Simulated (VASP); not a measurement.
# Ca8O7 (a cell with a defect) in VASP: further runs

One crystal, Ca8O7 (a cell with a defect), is run at these levels: PBEsol; tasks: single point.

All numbers are computed with VASP 6.6.1; they aren't measurements. Logs are shortened: lines on timing, memory, paths and dates and some standing lists are left out, and cuts for length are marked.

## 1. Starting point

The cell holds a defect, 15 atoms: a = 7.110 Å, b = 7.110 Å, c = 7.110 Å, α = 60.00°, β = 60.00°, γ = 60.00°.

## 2. Single point, PBEsol

Contents of INCAR:

```
ALGO = Fast
EDIFF = 1E-6
ENCUT = 520
GGA = PS
ISIF = 2
ISMEAR = -1
LASPH = True
LCHARG = True
LELF = True
LREAL = Auto
LVHAR = True
LWAVE = False
NBANDS = 74
NELM = 100
PREC = Accurate
SIGMA = 0.1
```

Contents of KPOINTS:

```
k-points
0
Gamma
  3 3 3
```

Contents of POSCAR:

```
Ca8O7
1.0
    0.0000000000      5.0276505800      5.0276505800
    5.0276505800      0.0000000000      5.0276505800
    5.0276505800      5.0276505800      0.0000000000
Ca O
8 7
Direct
   -0.0008385627      0.0003216214      0.0008942547
   -0.0065845865     -0.0054047113      0.5071492061
   -0.0065059215      0.5062842892     -0.0049354066
   -0.0066961694      0.5064269999      0.5061722090
    0.5044210928     -0.0053830312     -0.0052215244
    0.5054201678     -0.0055479194      0.5064061154
    0.5052841202      0.5059486453     -0.0048378461
    0.4990871899      0.5001660239      0.5010300457
    0.2503925999      0.2494788530      0.7511270801
    0.2498413484      0.7500264666      0.2504631099
    0.2491508668      0.7500896174      0.7504790637
    0.7494509493      0.2500172755      0.2504470985
    0.7497295088      0.2498757581      0.7505449991
    0.7500591857      0.7496778943      0.2511533926
    0.7495508966      0.7499134914      0.7507862649
```

Potentials or basis: VASP PAW PBE potentials, release 64 (Ca_sv, O).

Launch:

```
$ cat potpaw_PBE.64/Ca_sv/POTCAR potpaw_PBE.64/O/POTCAR > POTCAR
$ mpirun -np 1 vasp_std > vasp.out
```

OUTCAR:

```text
EDIFF = 1E-6
   ENCUT = 520
   GGA = PS
   ISIF = 2
   ISMEAR = -1
   LASPH = True
   LREAL = Auto
   NELM = 100
   PREC = Accurate

 ion  position               nearest neighbor table
   1  0.999  0.000  0.001-  12 2.51  14 2.51  13 2.51  10 2.52   9 2.52  11 2.52
   2  0.993  0.995  0.507-  15 2.46  13 2.51  11 2.51  12 2.52  10 2.52
   3  0.993  0.506  0.995-  15 2.45  11 2.51  14 2.51  12 2.52   9 2.52
   4  0.993  0.506  0.506-  15 2.45  14 2.51  13 2.52  10 2.52   9 2.52
   5  0.504  0.995  0.995-  15 2.46   9 2.50  10 2.51  13 2.52  14 2.52
   6  0.505  0.994  0.506-  15 2.46  12 2.51   9 2.51  14 2.51  11 2.52
   7  0.505  0.506  0.995-  15 2.45  10 2.51  12 2.51  13 2.52  11 2.52
   8  0.499  0.500  0.501-  11 2.51   9 2.51  10 2.51  13 2.51  14 2.52  12 2.52
   9  0.250  0.249  0.751-   5 2.50   8 2.51   6 2.51   1 2.52   3 2.52   4 2.52
  10  0.250  0.750  0.250-   5 2.51   7 2.51   8 2.51   1 2.52   4 2.52   2 2.52
  11  0.249  0.750  0.750-   2 2.51   8 2.51   3 2.51   1 2.52   6 2.52   7 2.52
  12  0.749  0.250  0.250-   1 2.51   7 2.51   6 2.51   3 2.52   8 2.52   2 2.52
  13  0.750  0.250  0.751-   2 2.51   1 2.51   8 2.51   4 2.52   5 2.52   7 2.52
  14  0.750  0.750  0.251-   4 2.51   3 2.51   1 2.51   6 2.51   8 2.52   5 2.52
  15  0.750  0.750  0.751-   4 2.45   3 2.45   7 2.45   6 2.46   2 2.46   5 2.46

  LATTYP: Found a face centered cubic cell.
 ALAT       =    10.0553011600

  Lattice vectors:

 A1 = (   0.0000000000,   5.0276505800,   5.0276505800)
 A2 = (   5.0276505800,   0.0000000000,   5.0276505800)
 A3 = (   5.0276505800,   5.0276505800,   0.0000000000)

Analysis of symmetry for initial positions (statically):
=====================================================================
 Subroutine PRICEL returns:
 Original cell was already a primitive cell.

 Routine SETGRP: Setting up the symmetry group for a
 face centered cubic supercell.

 Subroutine GETGRP returns: Found  1 space group operations
 (whereof  1 operations were pure point group operations)
 out of a pool of 48 trial point group operations.

The static configuration has the point symmetry C_1 .

Analysis of symmetry for dynamics (positions and initial velocities):
=====================================================================
 Subroutine PRICEL returns:
 Original cell was already a primitive cell.

 Routine SETGRP: Setting up the symmetry group for a
 face centered cubic supercell.

 Subroutine GETGRP returns: Found  1 space group operations
[... 135 lines left out ...]
   IALGO  =     68    algorithm
   IMIX   =      4    mixing-type and parameters
     AMIX     =   0.40;   BMIX     =  1.00
     AMIX_MAG =   1.60;   BMIX_MAG =  1.00
  volume/ion in A,a.u.               =      16.94       114.35
  Fermi-wavevector in a.u.,A,eV,Ry     =   1.281798  2.422248 22.354466  1.643007
  Thomas-Fermi vector in A             =   2.414147
   LORBIT       =      0    0 simple, 1 ext, 2 COOP (PROOUT), +10 PAW based schemes
   GGA     = PS    functional components
   LHFCALC =     F    Hartree Fock is set to
   AEXX    =    0.0000 exact exchange contribution
   IVDW    =     0    specifies the selected vdW correction
   LEPSILON=     F    determine dielectric tensor
   LRPA    =     F    only Hartree local field effects (RPA)
 non-spin polarized calculation
 RMM-DIIS sequential band-by-band and
  energy-cutoff  :      520.00
  volume of cell :      254.17
 maximum number of plane-waves:      6863
 NGX is ok and might be reduce to    54

 number of electron     122.0000011 magnetization

 Free energy of the ion-electron system (eV)
  ---------------------------------------------------
  ext. energy  EPLUGINS =         0.00000000
  ---------------------------------------------------
  free energy    TOTEN  =       -94.23673956 eV

  energy without entropy =      -94.22732822  energy(sigma->0) =      -94.23203389

 E-fermi :   4.4904     XC(G=0):  -9.9212

 val. band max:        4.0194652953   @ k =   0.3333   0.3333  -0.3333
 cond. band min:       4.8175780779   @ k =   0.0000   0.0000   0.0000
 fundamental gap:      0.7981127826
 Fermi energy:         4.4903893385

 k-point     1 :       0.0000    0.0000    0.0000
  band No.  band energies     occupation
      1     -36.6972      2.00000
      2     -36.6495      2.00000
      3     -36.6495      2.00000
      4     -36.6494      2.00000
      5     -36.6314      2.00000
      6     -36.6311      2.00000
[... 1053 lines left out ...]
     72       7.3187      0.00000
     73       7.4784      0.00000
 [bands above 73 left out]

------------------------ aborting loop because EDIFF is reached ----------------------------------------

  FORCE on cell =-STRESS in cart. coord.  units (eV):
  Direction    XX          YY          ZZ          XY          YZ          ZX
  --------------------------------------------------------------------------------------
  -------------------------------------------------------------------------------------
  Total      -15.1191716    -15.1236038    -15.1198502     -0.0028403      0.0004336     -0.0012032
  in kB      -95.3044814    -95.3324202    -95.3087593     -0.0179042      0.0027332     -0.0075846
  external PRESSURE =     -95.3152203 kB  Pullay stress =       0.0000000 kB

 VOLUME and BASIS-vectors are now :
 -----------------------------------------------------------------------------
  energy-cutoff  :      520.00
  volume of cell :      254.17
      direct lattice vectors                 reciprocal lattice vectors
     0.000000000  5.027650580  5.027650580    -0.099450030  0.099450030  0.099450030
     5.027650580  0.000000000  5.027650580     0.099450030 -0.099450030  0.099450030
     5.027650580  5.027650580  0.000000000     0.099450030  0.099450030 -0.099450030

 POSITION                                       TOTAL-FORCE (eV/Angst)
 -----------------------------------------------------------------------------------
      0.00611      5.02793      5.02505        -0.001546      0.001625      0.001597
      7.55025      7.54431      9.99502        -0.008579     -0.002485      0.020019
      7.54826      9.99778      7.54036        -0.003908      0.021602     -0.003139
      5.09099      7.53884      7.54012        -0.020892      0.006870     -0.001097
     10.00199      7.53745      7.53664         0.021528      0.009678      0.004282
      7.54579      5.08711      7.54083        -0.000425     -0.021746     -0.003722
      7.54706      7.54372      5.08412        -0.003716     -0.001284     -0.022396
      5.03366      5.02824      5.02390        -0.001370      0.001010      0.004398
      5.03070      5.03529      2.51318         0.003186     -0.011895     -0.004132
      5.03011      2.51536      5.02699         0.000295     -0.001221     -0.003993
      7.54433      5.02579      5.02383         0.003639      0.007111      0.003935
      2.51616      5.02714      5.02498         0.004897      0.000597      0.001047
      5.02977      7.54286      5.02567         0.003956     -0.000628      0.002763
      5.03183      5.03375      7.54015         0.001019     -0.006259     -0.001414
      7.54499      7.54317      7.53878         0.001915     -0.002975      0.001852
 -----------------------------------------------------------------------------------
    total drift:                               -0.004945     -0.003880      0.004943

  FREE ENERGIE OF THE ION-ELECTRON SYSTEM (eV)
  ---------------------------------------------------
  free  energy   TOTEN  =       -94.2367395585 eV

  energy  without entropy=      -94.2273282156  energy(sigma->0) =      -94.23203389
```

It took 16 min on 1 thread of Intel Xeon Platinum 8488C (Sapphire Rapids), shared host; peak memory 0.48 GiB.

Results:

- Free energy: -94.2367 eV
- Pressure: -9.5 GPa
- Largest force: 0.024 eV/Å
- Band gap on the k mesh: 0.80 eV, indirect (least direct gap 1.42 eV)

Forces on the atoms (eV/Å):
```
Ca  -0.002  0.002  0.002
Ca  -0.009 -0.002  0.020
Ca  -0.004  0.022 -0.003
Ca  -0.021  0.007 -0.001
Ca   0.022  0.010  0.004
Ca   0.000 -0.022 -0.004
Ca  -0.004 -0.001 -0.022
Ca  -0.001  0.001  0.004
O    0.003 -0.012 -0.004
O    0.000 -0.001 -0.004
O    0.004  0.007  0.004
O    0.005  0.001  0.001
O    0.004 -0.001  0.003
O    0.001 -0.006 -0.001
O    0.002 -0.003  0.002
```

Caveat: the PAW data sets were made with another functional, which shifts forces and pressure a little. As with any semilocal functional, this PBEsol gap is likely too small.

## 3. Single point, PBEsol

Contents of INCAR:

```
PREC = Accurate
ENCUT = 520
EDIFF = 1E-7
ISMEAR = -1
SIGMA = 0.1
LREAL = Auto
LASPH = True
NELM = 100
ALGO = Fast
ISIF = 2
LWAVE = False
LCHARG = False
GGA = PS
NBANDS = 74
```

Contents of KPOINTS:

```
regular mesh
0
Gamma
  3 3 3
```

Contents of POSCAR:

```
Ca8O7
1.0
    0.0000000000      5.0276505800      5.0276505800
    5.0276505800      0.0000000000      5.0276505800
    5.0276505800      5.0276505800      0.0000000000
Ca O
8 7
Direct
    0.0129941409     -0.0188746212      0.0142903726
   -0.0224026110      0.0049208869      0.5225616733
   -0.0003946177      0.5017936231      0.0007751135
   -0.0163217389      0.5013170585      0.5158124971
    0.5213267029      0.0048566422     -0.0210554609
    0.4991650593      0.0020772128      0.5007594422
    0.5150062557      0.5007612323     -0.0143990715
    0.4855762072      0.5083061083      0.4872362271
    0.2528777567      0.2428798463      0.7589702067
    0.2495627888      0.6728485694      0.2509220718
    0.2461524484      0.7544071410      0.7425399678
    0.7575878513      0.2431036088      0.2536612240
    0.7495345868      0.2436519763      0.7508934720
    0.7415220968      0.7541767153      0.2477990426
    0.7494452807      0.7532733112      0.7507876572
```

Potentials or basis: VASP PAW PBE potentials, release 64 (Ca_sv, O).

Launch:

```
$ cat potpaw_PBE.64/Ca_sv/POTCAR potpaw_PBE.64/O/POTCAR > POTCAR
$ mpirun -np 1 vasp_std > vasp.out
```

Wall time 22 min (1 thread of Intel Xeon Platinum 8488C (Sapphire Rapids), shared host); peak memory 0.48 GiB.

It converged, with:

```
Free energy            : -93.8576 eV
Pressure               : -8.3 GPa
Largest force          : 1.139 eV/Å
Band gap on the k mesh : 0.78 eV, indirect (least direct gap 1.38 eV)
```

Forces on the atoms (eV/Å):
```
Ca  -0.021 -0.094 -0.018
Ca  -0.122  0.001  0.038
Ca  -0.098 -0.136 -0.096
Ca  -0.190  0.005  0.046
Ca   0.039 -0.001 -0.123
Ca  -0.095  0.138 -0.097
Ca   0.045 -0.003 -0.190
Ca  -0.020  0.098 -0.021
O   -0.079 -0.052 -0.036
O    0.804 -0.006  0.806
O   -0.037  0.051 -0.079
O   -0.033 -0.048 -0.081
O   -0.024  0.000 -0.024
O   -0.080  0.048 -0.037
O   -0.091 -0.001 -0.089
```

Stress tensor (GPa, compression positive):
```
-7.92  0.00 -0.63
 0.00 -9.18  0.00
-0.63  0.00 -7.92
```

Levels at points of the mesh, in eV from the valence-band top:
```csv
k point,band 58,band 59,band 60,band 61,band 62,band 63,band 64,band 65
"(0.00, 0.00, 0.00)",-3.00,-2.95,-2.92,-0.92,0.78,0.85,0.89,1.99
```

Caveat: the PAW data sets were made with another functional, which shifts forces and pressure a little.

## 4. Single point, PBEsol

Contents of INCAR:

```
SYSTEM = Ca8O7
PREC = Accurate
ENCUT = 520
EDIFF = 1E-7
ISMEAR = -1
SIGMA = 0.1
LREAL = Auto
LASPH = .True.
NELM = 100
ALGO = Fast
ISIF = 2
LWAVE = .False.
LCHARG = .False.
GGA = PS
NBANDS = 74
```

Contents of KPOINTS:

```
regular mesh
0
Gamma
  3 3 3
  0 0 0
```

Contents of POSCAR:

```
Ca8O7
1.0
    0.0000000000      5.0276505800      5.0276505800
    5.0276505800      0.0000000000      5.0276505800
    5.0276505800      5.0276505800      0.0000000000
Ca O
8 7
Direct
    0.0159482046     -0.0270319104      0.0172386682
   -0.0272516950      0.0054948130      0.5274049892
    0.0086509592      0.4992214475      0.0098002037
   -0.0321898862      0.4987310594      0.5315143639
    0.5261077630      0.0054743263     -0.0259361700
    0.4900657794      0.0176876850      0.4916293328
    0.5308830551      0.4980056709     -0.0300998444
    0.4824744603      0.5060876764      0.4841971337
    0.2538792185      0.2417660059      0.7614359708
    0.2497427934      0.5885314528      0.2510977006
    0.2450644651      0.7567360618      0.7401296969
    0.7600599801      0.2420007080      0.2545610479
    0.7495512944      0.2414547273      0.7508807424
    0.7390798030      0.7565056361      0.2468176697
    0.7494354351      0.7564416897      0.7507796017
```

Potentials or basis: VASP PAW PBE potentials, release 64 (Ca_sv, O).

Launch:

```
$ cat potpaw_PBE.64/Ca_sv/POTCAR potpaw_PBE.64/O/POTCAR > POTCAR
$ mpirun -np 1 vasp_std > vasp.out
```

OUTCAR:

```text
SYSTEM = Ca8O7
   PREC = Accurate
   ENCUT = 520
   EDIFF = 1E-7
   ISMEAR = -1
   LREAL = Auto
   LASPH = .True.
   NELM = 100
   ISIF = 2
   GGA = PS

 ion  position               nearest neighbor table
   1  0.016  0.973  0.017-  14 2.49  11 2.49  12 2.55   9 2.55
   2  0.973  0.005  0.527-  13 2.31  15 2.38  11 2.45  12 2.45
   3  0.009  0.499  0.010-  11 2.49  14 2.49   9 2.54  12 2.54
   4  0.968  0.499  0.532-  10 2.10  13 2.40  15 2.41   7 3.11
   5  0.526  0.005  0.974-  13 2.31  15 2.38   9 2.45  14 2.45
   6  0.490  0.018  0.492-   9 2.49  12 2.49  11 2.54  14 2.54
   7  0.531  0.498  0.970-  10 2.10  13 2.40  15 2.41   4 3.11
   8  0.482  0.506  0.484-   9 2.49  12 2.49  11 2.55  14 2.55
   9  0.254  0.242  0.761-   5 2.45   6 2.49   8 2.49   3 2.54   1 2.55
  10  0.250  0.589  0.251-   7 2.10   4 2.10
  11  0.245  0.757  0.740-   2 2.45   3 2.49   1 2.49   6 2.54   8 2.55
  12  0.760  0.242  0.255-   2 2.45   6 2.49   8 2.49   3 2.54   1 2.55
  13  0.750  0.241  0.751-   5 2.31   2 2.31   4 2.40   7 2.40
  14  0.739  0.757  0.247-   5 2.45   3 2.49   1 2.49   6 2.54   8 2.55
[... 1276 lines left out ...]
  FORCE on cell =-STRESS in cart. coord.  units (eV):
  Direction    XX          YY          ZZ          XY          YZ          ZX
  --------------------------------------------------------------------------------------
  -------------------------------------------------------------------------------------
  Total       -8.9138020    -14.2128895     -8.9108310     -0.0076255      0.0046694     -3.4777769
  in kB      -56.1886128    -89.5916856    -56.1698847     -0.0480678      0.0294337    -21.9223471
  external PRESSURE =     -67.3167277 kB  Pullay stress =       0.0000000 kB

 VOLUME and BASIS-vectors are now :
 -----------------------------------------------------------------------------
  energy-cutoff  :      520.00
  volume of cell :      254.17
      direct lattice vectors                 reciprocal lattice vectors
     0.000000000  5.027650580  5.027650580    -0.099450030  0.099450030  0.099450030
     5.027650580  0.000000000  5.027650580     0.099450030 -0.099450030  0.099450030
     5.027650580  5.027650580  0.000000000     0.099450030  0.099450030 -0.099450030

 POSITION                                       TOTAL-FORCE (eV/Angst)
 -----------------------------------------------------------------------------------
      4.97841      0.16685      4.97193        -0.087308      0.049957     -0.084029
      2.67923      7.54225      4.91826        -0.052064     -0.000422      0.031031
      2.55918      0.09277      2.55341        -0.132644     -0.182680     -0.130546
      5.17971      7.53808      7.37326        -0.198618      0.000288     -0.095489
      4.92478      7.54234      2.67261         0.031914     -0.000669     -0.052291
      2.56067      4.93562      2.55281        -0.129600      0.183705     -0.132043
      7.38012      7.54541      5.17289        -0.096529     -0.004505     -0.198456
      4.97881      4.86009      4.97014        -0.086320     -0.050232     -0.087170
      5.04375      5.10465      2.49193        -0.111581     -0.018768     -0.075816
      4.22136      2.51805      4.21455         1.321324      0.000836      1.322356
      7.52572      4.95321      5.03670        -0.074461      0.020419     -0.108937
      2.49654      5.10116      5.03801        -0.072434     -0.015762     -0.112525
      4.98912      7.54365      4.98243        -0.077701      0.001594     -0.080712
      5.04436      4.95675      7.51928        -0.112561      0.016163     -0.073267
      7.57778      7.54256      7.57102        -0.121418      0.000077     -0.122105
 -----------------------------------------------------------------------------------
    total drift:                                0.002032      0.000575      0.004286

  FREE ENERGIE OF THE ION-ELECTRON SYSTEM (eV)
  ---------------------------------------------------
  free  energy   TOTEN  =       -92.7796191217 eV

  energy  without entropy=      -92.7656706043  energy(sigma->0) =      -92.77264486
```

Run time: 24 min. Hardware: 1 thread of Intel Xeon Platinum 8488C (Sapphire Rapids), shared host; peak memory 0.47 GiB.

Results:

```yaml
Free_energy: -92.7796 eV
Pressure: -6.7 GPa
Largest_force: 1.869 eV/Å
Band_gap_on_the_k_mesh: 0.67 eV, indirect (least direct gap 0.99 eV)
```

Forces on the atoms (eV/Å):
```
Ca  -0.087  0.050 -0.084
Ca  -0.052  0.000  0.031
Ca  -0.133 -0.183 -0.131
Ca  -0.199  0.000 -0.095
Ca   0.032 -0.001 -0.052
Ca  -0.130  0.184 -0.132
Ca  -0.097 -0.005 -0.198
Ca  -0.086 -0.050 -0.087
O   -0.112 -0.019 -0.076
O    1.321  0.001  1.322
O   -0.074  0.020 -0.109
O   -0.072 -0.016 -0.113
O   -0.078  0.002 -0.081
O   -0.113  0.016 -0.073
O   -0.121  0.000 -0.122
```

Caveat: the PAW data sets were made with another functional, which shifts forces and pressure a little.

[end of part 1 of 2]
